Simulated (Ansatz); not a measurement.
# B3H10N3: the cost of one run

Method: DFT PBE, scalar-relativistic, plane waves, PAW, in Ansatz 0.2.0.

1 further run of the same task is left out (set aside as unsound or not needed).

### 1 The structure to begin with

The structure is hexagonal, space group P6_3mc (No. 186). The conventional cell has a = 2.555 Å, b = 2.555 Å, c = 4.225 Å, α = 90.00°, β = 90.00°, γ = 120.00°. B (site symmetry 3m) has 4 N at 1.57 to 1.58 Å as nearest neighbours. Around N (site symmetry 3m) lie 4 B at 1.57 to 1.58 Å.

Coordinates:

```cif
data_structure
_symmetry_space_group_name_H-M 'P6_3mc'
_symmetry_Int_Tables_number 186
_cell_length_a 2.5546
_cell_length_b 2.5546
_cell_length_c 4.2245
_cell_angle_alpha 90.000
_cell_angle_beta 90.000
_cell_angle_gamma 120.000
_cell_volume 23.88
loop_
_atom_site_label
_atom_site_type_symbol
_atom_site_symmetry_multiplicity
_atom_site_Wyckoff_symbol
_atom_site_fract_x
_atom_site_fract_y
_atom_site_fract_z
_atom_site_occupancy
B1 B 2 b 0.66667 0.33333 0.99981 1
N1 N 2 b 0.66667 0.33333 0.62519 1
```

It goes back to an entry of the Materials Project, which need not be the stable form.

It is the result of an earlier relaxation at this level (volume 5.97 Å³/atom; gap on the mesh: 5.23 eV).

### 2 Building the [001] wire, 6 host atoms a period with H caps

The wire is cut from the relaxed crystal, periodic along c with vacuum across. Atoms and period relax; energies count from the bulk, -271.1207 eV an atom. Each H cap counts from half an H2 molecule (-15.872 eV in a separate run).

The cell holds 3 B, 3 N, 10 H: a = 12.200 Å, b = 13.200 Å, c = 4.225 Å, α = 90.00°, β = 90.00°, γ = 90.00°.

### 3 The relaxation run

Pressure and volume refer to the whole cell with its vacuum; only the period along c may change.

File input.yaml:

```yaml
crystal:
  lattice:
    - [12.2, 0.0, 0.0]
    - [0.0, 13.2, 0.0]
    - [0.0, 0.0, 4.2245145343]
  atoms:
    - { symbol: B, position: [0.5523479528, 0.5067221236, 0.9998058547] }
    - { symbol: B, position: [0.5523479528, 0.3949882216, 0.4998058547] }
    - { symbol: B, position: [0.4476520472, 0.5625890746, 0.4998058547] }
    - { symbol: "N", position: [0.5523479528, 0.5067221236, 0.6251941453] }
    - { symbol: "N", position: [0.5523479528, 0.3949882216, 0.1251941453] }
    - { symbol: "N", position: [0.4476520472, 0.5625890746, 0.1251941453] }
    - { symbol: H, position: [0.6318490408, 0.5491448274, 0.0950197551] }
    - { symbol: H, position: [0.4728468648, 0.3525655179, 0.5950197551] }
    - { symbol: H, position: [0.6318490408, 0.3525655179, 0.5950197551] }
    - { symbol: H, position: [0.3681509592, 0.5201663708, 0.5950197551] }
    - { symbol: H, position: [0.4476520472, 0.6474344821, 0.5950197551] }
    - { symbol: H, position: [0.6204917425, 0.5430844411, 0.5435822307] }
    - { symbol: H, position: [0.4842041631, 0.3586259041, 0.0435822307] }
    - { symbol: H, position: [0.6204917425, 0.3586259041, 0.0435822307] }
    - { symbol: H, position: [0.3795082575, 0.5262267571, 0.0435822307] }
    - { symbol: H, position: [0.4476520472, 0.6353137096, 0.0435822307] }
basis:
  ecutwfc: 420
kpoints:
  mp_grid: { grid: [1, 1, 8] }
hamiltonian:
  xc: pbe
scf:
  occupations: { method: gaussian, width: 0.05 }
output:
  forces: true
  stress: true
  eigenvalues: true
  populations: true
  write_density: true
  write_potential: true
  elf: true
  volumetric_format: npy
relax:
  adjacent_minimum: "off"
  f_tol: 0.02
  max_steps: 45
  cell: { fix: [a, b, alpha, beta, gamma], stress_tol: 0.03 }
```

Launch:

```sh
$ ansatz run input.yaml --threads 4 --pin off --max-ram 11264MiB --backend cpu --events-out ev --progress --plain --runs-dir out
```

What time and memory should one allow on 4 threads of Intel Xeon at 2.70GHz, shared host?

About 57 s, with a peak of 0.95 GiB.
